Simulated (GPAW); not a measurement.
# Bi2Te2Se (R-3m) in GPAW: single point with TB-mBJ

Aim: the single point of Bi2Te2Se with TB-mBJ.

Everything below comes from runs of GPAW 26.7.0. Logs are shortened: lines on timing, memory, paths and dates and some standing lists are left out, and cuts for length are marked. The log counts tension as positive stress, the text compression.

## 1. Starting point

It takes space group R-3m (No. 166, trigonal). The conventional cell has a = 4.322 Å, b = 4.322 Å, c = 31.757 Å, α = 90.00°, β = 90.00°, γ = 120.00°. Bi (site symmetry 3m) has 3 Te at 3.05 Å and 3 Se at 3.11 Å as nearest neighbours. Te (site symmetry 3m) has 3 Bi at 3.05 Å as nearest neighbours. Se (site symmetry -3m) has 6 Bi at 3.11 Å as nearest neighbours.

The cell is a database's computed one.

## 2. Single point, TB-mBJ

The input, run.py:

```python
from ase import Atoms
from ase.dft.bandgap import bandgap
from ase.io import write
from ase.parallel import parprint
from gpaw import GPAW, PW

atoms = Atoms(['Bi', 'Bi', 'Te', 'Te', 'Se'],
              cell=[[2.1609687617, 1.2476358963, 10.5855712543],
                    [-2.1609687617, 1.2476358963, 10.5855712543],
                    [0.0, -2.4952717926, 10.5855712543]],
              scaled_positions=[[0.39172124, 0.39172124, 0.39172124],
                                [0.60827876, 0.60827876, 0.60827876],
                                [0.78040487, 0.78040487, 0.78040487],
                                [0.21959513, 0.21959513, 0.21959513],
                                [0.0, 0.0, 0.0]],
              pbc=True)

calc = GPAW(mode=PW(600),
            xc='TB09',
            kpts={'size': (6, 6, 6), 'gamma': True},
            occupations={'name': 'fermi-dirac', 'width': 0.05},
            nbands=39,
            convergence={'density': 1e-05, 'energy': 1e-05},
            eigensolver='cg',
            maxiter=150,
            txt='gpaw.txt')
atoms.calc = calc
energy = atoms.get_potential_energy()
calc.write('gs.gpw')
write('result.traj', atoms)
parprint('Fermi level:', round(calc.get_fermi_level(), 4), 'eV')
parprint(f'Gap: {bandgap(calc)[0]:.4f} eV, direct: {bandgap(calc, direct=True)[0]:.4f} eV')
```

Potentials or basis: GPAW PAW data sets for LDA (gpaw-data 1.2.1), pw.

Launch:

```sh
$ OMP_NUM_THREADS=1 mpirun -n 4 gpaw python run.py
```

gpaw.txt:

```text
___ ___ ___ _ _ _
 |   |   |_  | | | |
 | | | | | . | | | |
 |__ |  _|___|_____|  26.7.0
 |___|_|

Input parameters:
  convergence: {density: 1e-05,
                energy: 1e-05}
  eigensolver: cg
  kpts: {gamma: True,
         size: (6, 6, 6)}
  maxiter: 150
  mode: {ecut: 600.0,
         name: pw}
  nbands: 39
  occupations: {name: fermi-dirac,
                width: 0.05}
  xc: TB09

System changes: positions, numbers, cell, pbc, initial_charges, initial_magmoms

Initialize ...

species:
  Bi:
    name:    Bismuth
    Z:       83.0
    valence: 15
    core:    68
    charge:  0.0  # [|e|]
    compensation charges:
      type: gauss
      rc: 0.38  # [Å]
      lmax: 2
    cutoffs:
      filter: 2.23  # [Å]
      core: 2.33  # [Å]
    projectors
    | kind |    occ | energy [eV] | rcut [Å] |
    |------|--------|-------------|----------|
    |   6s |  2.000 |     -14.665 |    1.286 |
    |   6p |  3.000 |      -4.777 |    1.275 |
    |   5d | 10.000 |     -27.225 |    1.349 |
    |    s |        |      12.546 |    1.286 |
    |    p |        |      22.434 |    1.275 |
    |    d |        |      -0.013 |    1.349 |

    Using partial waves for Bi as LCAO basis

  Te:
    name:    Tellurium
    Z:       52.0
    valence: 6
    core:    46
    charge:  0.0  # [|e|]
    compensation charges:
      type: gauss
      rc: 0.36  # [Å]
      lmax: 2
    cutoffs:
      filter: 2.09  # [Å]
      core: 3.17  # [Å]
    projectors
    | kind |    occ | energy [eV] | rcut [Å] |
    |------|--------|-------------|----------|
    |   5s |  2.000 |     -15.337 |    1.180 |
    |   5p |  4.000 |      -6.113 |    1.196 |
    |    s |        |      11.875 |    1.180 |
    |    p |        |      21.098 |    1.196 |
    |    d |        |       0.000 |    1.238 |

    Using partial waves for Te as LCAO basis

  Se:
    name:    Selenium
    Z:       34.0
    valence: 6
    core:    28
    charge:  0.0  # [|e|]
    compensation charges:
      type: gauss
      rc: 0.27  # [Å]
      lmax: 2
    cutoffs:
      filter: 1.77  # [Å]
      core: 2.67  # [Å]
    projectors
    | kind |    occ | energy [eV] | rcut [Å] |
    |------|--------|-------------|----------|
    |   4s |  2.000 |     -17.472 |    0.847 |
    |   4p |  4.000 |      -6.656 |    1.005 |
    |    s |        |       9.739 |    0.847 |
    |    p |        |      20.555 |    1.005 |
    |    d |        |       0.000 |    0.847 |

    Using partial waves for Se as LCAO basis

Reference energy: -1604368.861276  # eV

Spin-paired calculation

Convergence criteria:
 Maximum [total energy] change in last 3 cyles: 1e-05 eV / valence electron
 Maximum integral of absolute [dens]ity change: 1e-05 electrons / valence electron
 Maximum integral of absolute [eigenst]ate change: 4e-08 eV^2 / valence electron
 Maximum number of scf [iter]ations: 150
 (Square brackets indicate name in SCF output, whereas a 'c' in
 the SCF output indicates the quantity has converged.)

Symmetries present (total): 12

  ( 1  0  0)  ( 1  0  0)  ( 0  1  0)  ( 0  1  0)  ( 0  0  1)  ( 0  0  1)
  ( 0  1  0)  ( 0  0  1)  ( 1  0  0)  ( 0  0  1)  ( 1  0  0)  ( 0  1  0)
  ( 0  0  1)  ( 0  1  0)  ( 0  0  1)  ( 1  0  0)  ( 0  1  0)  ( 1  0  0)

  ( 0  0 -1)  ( 0  0 -1)  ( 0 -1  0)  ( 0 -1  0)  (-1  0  0)  (-1  0  0)
  ( 0 -1  0)  (-1  0  0)  ( 0  0 -1)  (-1  0  0)  ( 0  0 -1)  ( 0 -1  0)
  (-1  0  0)  ( 0 -1  0)  (-1  0  0)  ( 0  0 -1)  ( 0 -1  0)  ( 0  0 -1)

216 k-points: 6 x 6 x 6 Monkhorst-Pack grid + [1/12,1/12,1/12]
32 k-points in the irreducible part of the Brillouin zone
       k-points in crystal coordinates                weights
   0:     0.00000000    0.00000000    0.00000000          1/216
   1:     0.16666667    0.00000000   -0.16666667          6/216
   2:     0.16666667    0.00000000    0.00000000          6/216
   3:     0.16666667    0.16666667   -0.16666667          6/216
   4:     0.16666667    0.16666667    0.00000000          6/216
   5:     0.16666667    0.16666667    0.16666667          2/216
   6:     0.33333333   -0.16666667   -0.16666667          6/216
   7:     0.33333333    0.00000000   -0.33333333          6/216
   8:     0.33333333    0.00000000   -0.16666667         12/216
   9:     0.33333333    0.00000000    0.00000000          6/216
          ...
  31:     0.50000000    0.50000000    0.50000000          1/216

Wave functions: Plane wave expansion
  Cutoff energy: 600.000 eV
  Number of coefficients (min, max): 5678, 5748
  Pulay-stress correction: 0.000000 eV/Ang^3 (de/decut=0.000000)
  Using FFTW library
  ScaLapack parameters: grid=1x1, blocksize=None
  Wavefunction extrapolation:
    Improved wavefunction reuse through dual PAW basis

Occupation numbers: Fermi-Dirac:
  width: 0.0500  # eV

Eigensolver
   CG(niter=4, rtol=3.0e-01)

Densities:
  Coarse grid: 63*63*63 grid
  Fine grid: 126*126*126 grid
  Total Charge: 0.000000

Density mixing:
  Method: separate
  Backend: msr1
  Linear mixing parameter: 0.05
  old densities: 10
  Width of damping distribution: 1.1
  Damping of long wavelength oscillations: 20

Hamiltonian:
  XC and Coulomb potentials evaluated on a 126*126*126 grid
  Using the TB09 Exchange-Correlation functional
  External potential:
    NoExternalPotential

XC parameters: TB09 with 2 nearest neighbor stencil

Parallelization over k-points: 4

Number of atoms: 5
Number of atomic orbitals: 30
Number of bands in calculation: 39
Number of valence electrons: 48
Bands to converge: occupied

... initialized

Initializing position-dependent things.

Density initialized from atomic densities
Creating initial wave functions:
  30 bands from LCAO basis set
  9 bands from random numbers

       Te

       Bi

       Bi

       Te

       Se

Atomic positions and initial magnetic moments

Positions:
   0 Bi     0.000000    0.000000   12.439779    ( 0.0000,  0.0000,  0.0000)
   1 Bi     0.000000    0.000000   19.316934    ( 0.0000,  0.0000,  0.0000)
   2 Te     0.000000   -0.000000   24.783094    ( 0.0000,  0.0000,  0.0000)
   3 Te     0.000000   -0.000000    6.973620    ( 0.0000,  0.0000,  0.0000)
   4 Se     0.000000    0.000000    0.000000    ( 0.0000,  0.0000,  0.0000)

Unit cell:
           periodic     x           y           z      points  spacing
  1. axis:    yes    2.160969    1.247636   10.585571    63     0.0590
  2. axis:    yes   -2.160969    1.247636   10.585571    63     0.0590
  3. axis:    yes    0.000000   -2.495272   10.585571    63     0.0590

  Lengths:  10.875693  10.875693  10.875693
  Angles:   22.921560  22.921560  22.921560

Effective grid spacing dv^(1/3) = 0.0881

iter:   1 32361.172026
iter:   2 32361.476935   +1.45  -0.83
iter:   3 32367.925388   +0.60  -0.87
iter:   4 32366.726347   -0.13  -1.35
iter:   5 32368.859218   -0.93  -1.27
iter:   6 32370.967345   -1.15  -1.34
iter:   7 32373.900686   -1.26  -1.44
iter:   8 32375.335749   -1.74  -1.65
iter:   9 32375.488095   -1.81  -1.79
iter:  10 32375.171988   -2.61  -2.05
iter:  11 32375.071647   -2.71  -2.21
[... 14 lines left out ...]
iter:  26 32374.935373   -6.23  -3.89
iter:  27 32374.934701   -6.50  -3.92
iter:  28 32374.934311   -6.93  -3.89
iter:  29 32374.933488   -6.38  -3.84
iter:  30 32374.935355   -6.78  -4.27
iter:  31 32374.935149   -6.94  -4.19
iter:  32 32374.936812   -6.83  -4.34
iter:  33 32374.935890   -7.15  -4.30
iter:  34 32374.936266   -7.06  -4.84
iter:  35 32374.935185   -7.36  -4.76
iter:  36 32374.934714   -7.46c -4.90
iter:  37 32374.934514   -7.71c -4.82
iter:  38 32374.934352c  -7.81c -5.42c

Converged after 38 iterations.

Dipole moment: (-0.000000, -0.000000, 0.000000) |e|*Ang

Energy contributions relative to reference atoms: (reference = -1604368.861276)

Kinetic:        +36.255617
Potential:      -31.409718
External:        +0.000000
XC:            +32375.276495
Entropy (-ST):   -0.000003
Local:           -5.188041
SIC:             +0.000000
--------------------------
Free energy:   +32374.934351
Extrapolated:  +32374.934352

Showing only first 2 kpts
 Kpt  Band  Eigenvalues  Occupancy
  0    22      4.15813    2.00000
  0    23      4.90742    1.99969
  0    24      5.77329    0.00039
  0    25      6.42606    0.00000

  1    22      4.42323    2.00000
  1    23      4.47196    2.00000
  1    24      6.66336    0.00000
  1    25      6.85152    0.00000

Fermi level: 5.34622

Gap: 0.866 eV
Transition (v -> c):
  (s=0, k=0, n=23, [0.00, 0.00, 0.00]) -> (s=0, k=0, n=24, [0.00, 0.00, 0.00])
No difference between direct/indirect transitions
Writing to gs.gpw (mode='')
```

Wall time 12 min (4 MPI ranks of Arm Neoverse V1, shared host); peak memory 0.81 GiB.

What came out:

```yaml
Band_gap_on_the_k_mesh: 0.87 eV, direct
```

Levels at points of the mesh, in eV from the valence-band top:
```tsv
k point	band 21	band 22	band 23	band 24	band 25	band 26	band 27	band 28
(0.00, 0.00, 0.00)	-1.11	-0.75	-0.75	0.00	0.87	1.52	1.52	2.46
(0.50, 0.00, 0.00)	-2.20	-1.56	-0.97	-0.55	1.40	2.15	3.03	3.37
(0.50, 0.50, 0.00)	-1.70	-1.34	-1.16	-0.95	1.91	1.99	2.52	3.21
(0.50, 0.50, 0.50)	-0.98	-0.85	-0.85	-0.44	1.12	1.66	1.66	2.40
```

Caveat: a model potential gives levels but no total energy; spin-orbit coupling is left out, which as a rule narrows the gap of such compounds by several tenths of an eV. A k mesh can miss the band edges.
